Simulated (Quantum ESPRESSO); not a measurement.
The system is ZrC.

```
CELL_PARAMETERS angstrom
0.00000 2.36500 2.36500
2.36500 0.00000 2.36500
2.36500 2.36500 0.00000
ATOMIC_POSITIONS crystal
Zr 0.50000 0.50000 0.50000
C 0.00000 0.00000 0.00000
```

```yaml
Program: Quantum ESPRESSO 7.5
Task: phonons
Functional: PBE
Potentials_or_basis: GBRV 1.5 PBE
Cutoff: 612 eV
Density_cutoff: 4898 eV
k_mesh: 10 × 10 × 10
Occupations: cold, width 0.2 eV
Spin: no spin polarisation
Mixing_beta: 0.5
Most_SCF_iterations: 120
SCF_threshold: 4e-10 Ry
```

The cell and the atoms were relaxed first, to 13.04 Å³/atom (a = 3.329 Å, b = 3.329 Å, c = 3.329 Å, α = 60.00°, β = 60.00°, γ = 60.00°), and the response was taken there.

Which optical modes does the crystal have at the zone centre, and which show in infrared and Raman spectra?

The optical modes are T1u. Infrared active: T1u. None is Raman active.

Optical modes at Γ, degenerate ones joined:
| cm⁻¹ | components | symmetry | active in |
| --- | --- | --- | --- |
| 420 | 3 | T1u | IR |
